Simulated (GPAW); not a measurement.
Runs of GPAW 26.7.0 on Sb. The structure is trigonal, space group R-3m (No. 166). The conventional cell has a = 4.308 Å, b = 4.308 Å, c = 11.274 Å, α = 90.00°, β = 90.00°, γ = 120.00°. Sb (site symmetry 3m) is surrounded by 3 Sb at 2.91 Å. 

| task | level | spin | cell | band path | band points | spin axis theta (degrees) | spin axis phi (degrees) | optimizer | gap on the mesh (eV) | pressure (GPa) | largest force (eV/Å) |
| --- | --- | --- | --- | --- | --- | --- | --- | --- | --- | --- | --- |
| band structure | C09-vdW | SOC, no magnetisation | as given | GLB1,BZGX,QFP1Z,LP | 80 | 90 | 45 | - | 0.27 | - | 0.07 |
| band structure | mBEEF | SOC, no magnetisation | as given | GLB1,BZGX,QFP1Z,LP | 60 | 90 | 45 | - | 0.27 | (a) | 0.01 |
| relaxation of cell and atoms | PBE | off | relaxed | - | - | - | - | LBFGS | 0.38 | 0.1 | - |
| relaxation of cell and atoms | PBE+D4 | off | relaxed to 2 GPa | - | - | - | - | LBFGS | 0.33 | 1.9 | 0.01 |

Alike in all rows: potentials or basis GPAW PAW data sets (gpaw-data 1.2.1), pw; k mesh 5 × 5 × 5; cutoff (eV) 600; smearing fermi-dirac 0.05 eV.

Question: Estimate the missing entries.

Answer: (a) -0.2.

Caveats: spin-orbit coupling was added after a scalar SCF, so levels and gaps hold it while energy, forces, pressure and moments don't (some runs); this program's spin-orbit splittings come out too wide for heavy elements (some runs); the PAW data sets were made with another functional, which shifts forces and pressure a little (some runs); the mesh misses the band edges, which the band path finds closer together (some runs); later steps reuse the first step's grids (some runs); spin-orbit coupling is left out, which moves the levels of the heavy elements (some runs); an odd mesh through Γ misses points on the zone boundary, where band edges often lie (some runs).

A k mesh can miss the band edges, and rows without SOC leave out spin-orbit coupling on Sb.
